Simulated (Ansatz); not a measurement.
# Gallium, diamond under revPBE: ground state and equation of state, part 2 of 2

The plan for gallium in the diamond structure: relax it, solve it on a dense k-mesh, then scale the cell to 7 volumes from 88 to 112 % of the relaxed one and try a fit of the equation of state. Spin polarisation is left out. The k-meshes are 9×9×9 for the relaxation; 15×15×15 for the dense run; 10×10×10 for the volumes.

Ansatz 0.2.0; DFT, revPBE, plane waves (420 eV) with PAW, scalar-relativistic. The steps go on from the part before.

**7. The cell scaled to 100 % of its volume**

Input file input.yaml:

```yaml
crystal:
  lattice:
    - [0.0, 2.9732608774, 2.9732608774]
    - [2.9732608774, 0.0, 2.9732608774]
    - [2.9732608774, 2.9732608774, 0.0]
  atoms:
    - { symbol: Ga, position: [0.125, 0.125, 0.125] }
    - { symbol: Ga, position: [0.875, 0.875, 0.875] }
hamiltonian:
  xc: revpbe
  pseudopotentials:
    kind: paw
    azcp:
      Ga: "pseudopotentials/Ga.paw.azcp"
basis:
  ecutwfc: 420
  fft_grid_basis: typed
kpoints:
  mp_grid: { grid: [10, 10, 10], shift: [0, 0, 0] }
magnetization:
  spin_polarized: false
scf:
  occupations: { method: fermi_dirac, width: 0.1 }
  lower_state_search: "off"
output:
  stress: true
```

What it wrote (excerpt; [...] marks lines left out):

```text
Warning: RAYON_NUM_THREADS=2 ignored (pool sized by the plan → 2); use --threads N
[...]
Pseudopotentials: kind: paw
Pseudopotential: Ga, paw, valence charge 13, recommended cutoff 420 eV (normal), <dir>
Functional definition: revPBE
[...]
Crystal: 2 atoms, lattice volume = 52.569 Å³
Basis set: ecut = 420 eV, 965 PW (Γ)
Bands: 17, of which v1, the nominal top of the filled ones, is band 13 counted from 1 (12 counted from 0)
Symmetry: 48 space group operations
Space group: Fd-3m (ITA 227), of the structure as read, at distance tolerance 3.7e-5 Å
k-points: 47 of 1000
[...]
SCF iter   1: F=—  HF=-7573.492190 eV  |F-HF|=—  |Δ(HF+E_count)|=         —  Δρ=3.31e-3  dr2=3.10e-3  ethr=1.77e-3  ⟨swp⟩=5.0  Hψ=3736  notcnv=0
[...]
SCF iter   6: F=-7573.490723 eV  HF=-7573.490723 eV  |F-HF|=4.08e-9  |Δ(HF+E_count)|=   3.00e-8  Δρ=3.88e-6  dr2=4.57e-9  ethr=3.85e-10  ⟨swp⟩=4.0  Hψ=2814  notcnv=0
[...]
SCF converged after 6 iterations
Free energy (F): -7573.490723 eV
[...]
E sigma→0 (E₀):  -7573.469263 eV
Entropy (-TS):   -0.042920 eV (-21.460 meV/atom)
Fermi energy:    5.472866 eV
[...]
--- Stress (GPa, compression-positive) ---
        0.000838       0.000000      -0.000000
        0.000000       0.000838      -0.000000
       -0.000000      -0.000000       0.000838
  P = ⅓ Tr σ = 0.0008 GPa (0.008 kbar)
```

It took 2.5 s on 2 threads of Intel Xeon Platinum 8259CL at 2.50GHz (Skylake/Cascade Lake), shared host; peak memory 0.39 GiB.

**8. The cell scaled to 104 % of its volume**

input.yaml, as its differences from that of step 7:

```diff
@@ -2,5 +2,5 @@
   lattice:
-    - [0.0, 2.9732608774, 2.9732608774]
-    - [2.9732608774, 0.0, 2.9732608774]
-    - [2.9732608774, 2.9732608774, 0.0]
+    - [0.0, 3.012387218, 3.012387218]
+    - [3.012387218, 0.0, 3.012387218]
+    - [3.012387218, 3.012387218, 0.0]
   atoms:
@@ -26 +26,5 @@
   stress: true
+  write_density: true
+  write_potential: true
+  elf: true
+  volumetric_format: npy
```

What it wrote (excerpt; [...] marks lines left out):

```text
Warning: RAYON_NUM_THREADS=2 ignored (pool sized by the plan → 2); use --threads N
[...]
[... 3 set-up lines as earlier in the session ...]
[...]
Crystal: 2 atoms, lattice volume = 54.672 Å³
Basis set: ecut = 420 eV, 1067 PW (Γ)
Bands: 17, of which v1, the nominal top of the filled ones, is band 13 counted from 1 (12 counted from 0)
[... 2 set-up lines as earlier in the session ...]
k-points: 47 of 1000
[...]
SCF iter   1: F=—  HF=-7573.484461 eV  |F-HF|=—  |Δ(HF+E_count)|=         —  Δρ=3.04e-3  dr2=2.73e-3  ethr=1.77e-3  ⟨swp⟩=5.1  Hψ=3750  notcnv=0
[...]
SCF iter   6: F=-7573.483166 eV  HF=-7573.483166 eV  |F-HF|=2.73e-9  |Δ(HF+E_count)|=   2.76e-8  Δρ=2.30e-6  dr2=1.62e-9  ethr=3.85e-10  ⟨swp⟩=8.7  Hψ=5864  notcnv=0
[...]
SCF converged after 6 iterations
Free energy (F): -7573.483166 eV
[...]
E sigma→0 (E₀):  -7573.460829 eV
Entropy (-TS):   -0.044674 eV (-22.337 meV/atom)
Fermi energy:    5.129293 eV
[...]
--- Stress (GPa, compression-positive) ---
       -1.106612       0.000000      -0.000000
        0.000000      -1.106612       0.000000
       -0.000000       0.000000      -1.106612
  P = ⅓ Tr σ = -1.1066 GPa (-11.066 kbar)
--- Band table (eV; the first three rows and the last of 47) ---
  k-point 0: bands = ["-9.5901", "-9.5901", "-9.5901", "-9.5548", "-9.5548", "-9.2959", "-9.2959", "-9.2959", "-9.2573", "-9.2573", "-3.8352", "7.6427", "7.6427", "7.6427", "7.8228", "9.6703", "9.6703"]
[...]
```

Run time: 3.3 s. Hardware: 2 threads of Intel Xeon Platinum 8259CL at 2.50GHz (Skylake/Cascade Lake), shared host; peak memory 0.4 GiB.

The maps below are laid out on this run's own conventional cell (a, b, c = 6.025, 6.025, 6.025 Å).

Density in a lattice plane of the grid's cell (edges 6.02 and 6.02 Å, at 0.125 of the third edge), which holds Ga.

Ten even steps from ' ' (0.02 e/Å³) to '@' (37.04 e/Å³):
```
                                                
                                                
                                                
                                                
                                                
                            ..::..              
                          ..++@@++..            
                          ..++@@++..            
                            ..::..              
                                                
                                                
                                                
                                                
                                                
                                                
    ..::..                                      
  ..++@@++..                                    
  ..++@@++..                                    
    ..::..                                      
                                                
```
Columns run along the first of these edges and rows up along the second, over one cell in 24 and 20 even steps from the bottom left corner. Atoms in the plane (fractional): Ga at (0.12, 0.12), Ga at (0.62, 0.62).

ELF in the same plane.

Ten even steps from '0' (0.03) to '9' (0.44):
```
987678999765432223456799
998889988776665556667788
665556667788998889988776
432223456799987678999765
211011235799766566799753
100000135797642124679753
100000124786520402568742
100000124786520302568742
100000135797642124679753
211011235799766566799753
432223456799987678999765
665556667788998889988776
998889988776665556667788
987678999765432223456799
766566799753211011235799
642124679753100000135797
520402568742100000124786
520302568742100000124786
642124679753100000135797
766566799753211011235799
```
Columns run along the first of these edges and rows up along the second, over one cell in 24 and 20 even steps from the bottom left corner. Atoms in the plane (fractional): Ga at (0.12, 0.12), Ga at (0.62, 0.62).

Both are smooth fields of the valence electrons: close to the nuclei they are not physical.

Maxima of ELF outside the ion cores: 0.56 on the Ga–Ga line, 1.3 Å from Ga.

**9. The cell scaled to 108 % of its volume**

input.yaml, as its differences from that of step 8:

```diff
@@ -2,5 +2,5 @@
   lattice:
-    - [0.0, 3.012387218, 3.012387218]
-    - [3.012387218, 0.0, 3.012387218]
-    - [3.012387218, 3.012387218, 0.0]
+    - [0.0, 3.0505227502, 3.0505227502]
+    - [3.0505227502, 0.0, 3.0505227502]
+    - [3.0505227502, 3.0505227502, 0.0]
   atoms:
@@ -26,5 +26 @@
   stress: true
-  write_density: true
-  write_potential: true
-  elf: true
-  volumetric_format: npy
```

What it wrote (excerpt; [...] marks lines left out):

```text
Warning: RAYON_NUM_THREADS=2 ignored (pool sized by the plan → 2); use --threads N
[...]
[... 3 set-up lines as earlier in the session ...]
[...]
Crystal: 2 atoms, lattice volume = 56.774 Å³
Basis set: ecut = 420 eV, 1067 PW (Γ)
Bands: 17, of which v1, the nominal top of the filled ones, is band 13 counted from 1 (12 counted from 0)
[... 2 set-up lines as earlier in the session ...]
k-points: 47 of 1000
[...]
SCF iter   1: F=—  HF=-7573.463813 eV  |F-HF|=—  |Δ(HF+E_count)|=         —  Δρ=2.77e-3  dr2=2.39e-3  ethr=1.77e-3  ⟨swp⟩=5.3  Hψ=3762  notcnv=0
[...]
SCF iter   6: F=-7573.462675 eV  HF=-7573.462675 eV  |F-HF|=8.28e-11  |Δ(HF+E_count)|=   3.97e-8  Δρ=3.28e-6  dr2=3.35e-9  ethr=3.85e-10  ⟨swp⟩=4.0  Hψ=2823  notcnv=0
[...]
SCF converged after 6 iterations
Free energy (F): -7573.462675 eV
[...]
E sigma→0 (E₀):  -7573.439607 eV
Entropy (-TS):   -0.046137 eV (-23.069 meV/atom)
Fermi energy:    4.813395 eV
[...]
--- Stress (GPa, compression-positive) ---
       -1.983380      -0.000000      -0.000000
       -0.000000      -1.983380       0.000000
       -0.000000      -0.000000      -1.983380
  P = ⅓ Tr σ = -1.9834 GPa (-19.834 kbar)
```

Wall time 2.7 s (2 threads of Intel Xeon Platinum 8259CL at 2.50GHz (Skylake/Cascade Lake), shared host); peak memory 0.38 GiB.

**10. The cell scaled to 112 % of its volume**

input.yaml, as its differences from that of step 9:

```diff
@@ -2,5 +2,5 @@
   lattice:
-    - [0.0, 3.0505227502, 3.0505227502]
-    - [3.0505227502, 0.0, 3.0505227502]
-    - [3.0505227502, 3.0505227502, 0.0]
+    - [0.0, 3.0877279139, 3.0877279139]
+    - [3.0877279139, 0.0, 3.0877279139]
+    - [3.0877279139, 3.0877279139, 0.0]
   atoms:
@@ -26 +26,5 @@
   stress: true
+  write_density: true
+  write_potential: true
+  elf: true
+  volumetric_format: npy
```

What it wrote (excerpt; [...] marks lines left out):

```text
Warning: RAYON_NUM_THREADS=2 ignored (pool sized by the plan → 2); use --threads N
[...]
[... 3 set-up lines as earlier in the session ...]
[...]
Crystal: 2 atoms, lattice volume = 58.877 Å³
Basis set: ecut = 420 eV, 1139 PW (Γ)
Bands: 17, of which v1, the nominal top of the filled ones, is band 13 counted from 1 (12 counted from 0)
[... 1 set-up line as earlier in the session ...]
Space group: Fd-3m (ITA 227), of the structure as read, at distance tolerance 3.9e-5 Å
k-points: 47 of 1000
[...]
SCF iter   1: F=—  HF=-7573.432912 eV  |F-HF|=—  |Δ(HF+E_count)|=         —  Δρ=2.56e-3  dr2=2.12e-3  ethr=1.77e-3  ⟨swp⟩=5.3  Hψ=3737  notcnv=0
[...]
SCF iter   6: F=-7573.431870 eV  HF=-7573.431870 eV  |F-HF|=1.16e-9  |Δ(HF+E_count)|=   3.27e-8  Δρ=3.50e-6  dr2=3.98e-9  ethr=3.85e-10  ⟨swp⟩=8.9  Hψ=5796  notcnv=0
[...]
SCF converged after 6 iterations
Free energy (F): -7573.431870 eV
[...]
E sigma→0 (E₀):  -7573.407926 eV
Entropy (-TS):   -0.047888 eV (-23.944 meV/atom)
Fermi energy:    4.522291 eV
[...]
--- Stress (GPa, compression-positive) ---
       -2.684054       0.000000      -0.000000
        0.000000      -2.684054      -0.000000
        0.000000       0.000000      -2.684054
  P = ⅓ Tr σ = -2.6841 GPa (-26.841 kbar)
--- Band table (eV; the first three rows and the last of 47) ---
  k-point 0: bands = ["-10.1917", "-10.1917", "-10.1917", "-10.1609", "-10.1609", "-9.9421", "-9.9421", "-9.9421", "-9.9138", "-9.9138", "-4.1191", "6.5035", "6.8450", "6.8450", "6.8450", "8.8521", "8.8521"]
[...]
```

Run time: 2.9 s. Hardware: 2 threads of Intel Xeon Platinum 8259CL at 2.50GHz (Skylake/Cascade Lake), shared host; peak memory 0.41 GiB.

**11. The equation of state**

All volumes keep the relaxed shape and fractional coordinates.

```
V (Å³/atom)  E − E₀ (meV/atom)  P from the stress (GPa)  P from the fit (GPa)
     23.130               47.1                     5.55                  5.54
     24.182               18.8                     3.26                  3.19
     25.233                4.0                     1.43                  1.36
     26.284                0.1                     0.00                 -0.06
     27.336                4.3                    -1.11                 -1.18
     28.387               14.9                    -1.98                 -2.05
     29.439               30.7                    -2.68                 -2.72
```

A third-order Birch-Murnaghan fit gives V₀ = 26.232 Å³/atom, B₀ = 32 GPa and B₀′ = 5.2; it misses no point by more than 0.06 meV/atom.

The fit is made to E(σ → 0), while the stress belongs to the free energy F; that is one source of the offset between the two pressures.

**12. What came out**

This closing draws on all 2 parts.

| quantity | value |
| --- | --- |
| space group (spins left aside) | Fd-3m (No. 227) |
| conventional cell | a = 5.947 Å |
| volume | 26.284 Å³/atom |
| shortest distance | 2.575 Å |
| gap on the mesh | none (levels filled in part) |
| relative to alpha-Ga (Cmce) | +265 meV/atom |
| V₀, B₀, B₀′ | 26.232 Å³/atom, 32 GPa, 5.2 |

From the guessed start the volume shrank by 0.6 % in 4 steps. Against the reference form of gallium (alpha-Ga (Cmce), computed apart with the same settings) it stands 265 meV/atom higher. Levels at the Fermi energy are filled in part, as in a metal. B₀ comes out at 32 GPa. Relaxation kept the symmetry; phonons were not checked.
